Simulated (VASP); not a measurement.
Wanted: the native input for a VASP 6.6.1 run.

| Item | Value |
| --- | --- |
| Task | single point |
| Functional | PBE |
| Potentials or basis | VASP PAW PBE potentials, release 64 (Ga_d, Sb) |
| Cutoff | 520 eV |
| k mesh | 6 × 6 × 6 |
| Occupations | gaussian, width 0.02 eV |
| Spin | no spin polarisation |
| Further INCAR settings | ALGO = Normal; EDIFF = 1e-07 |

The structure of GaSb lies in POSCAR:

```
GaSb
1.0
    0.0000000000      3.0590000000      3.0590000000
    3.0590000000      0.0000000000      3.0590000000
    3.0590000000      3.0590000000      0.0000000000
Ga Sb
1 1
Direct
    0.0000000000      0.0000000000      0.0000000000
    0.2500000000      0.2500000000      0.2500000000
```

These files were run (other wordings do the same):

INCAR

```
PREC = Accurate
ENCUT = 520
EDIFF = 1E-7
ISMEAR = 0
SIGMA = 0.02
LREAL = F
LASPH = T
NELM = 80
ALGO = Normal
ISIF = 2
LWAVE = F
LCHARG = F
GGA = PE
```

KPOINTS

```
Automatic mesh
0
Gamma
  6 6 6
```

Potentials or basis: VASP PAW PBE potentials, release 64 (Ga_d, Sb).

Launch:

```sh
$ cat potpaw_PBE.64/Ga_d/POTCAR potpaw_PBE.64/Sb/POTCAR > POTCAR
$ mpirun -np 1 vasp_std > vasp.out
```

It gave:

| Item | Value |
| --- | --- |
| Pressure | 2.4 GPa |
| Band gap on the k mesh | 0.03 eV, direct |

Caveat: spin-orbit coupling is left out, which moves the levels of the heavy elements.

Run time: 14 s on 1 thread of Intel(R) Xeon(R) Platinum 8488C (Sapphire Rapids), with other jobs on the host, peak memory 0.18 GiB.
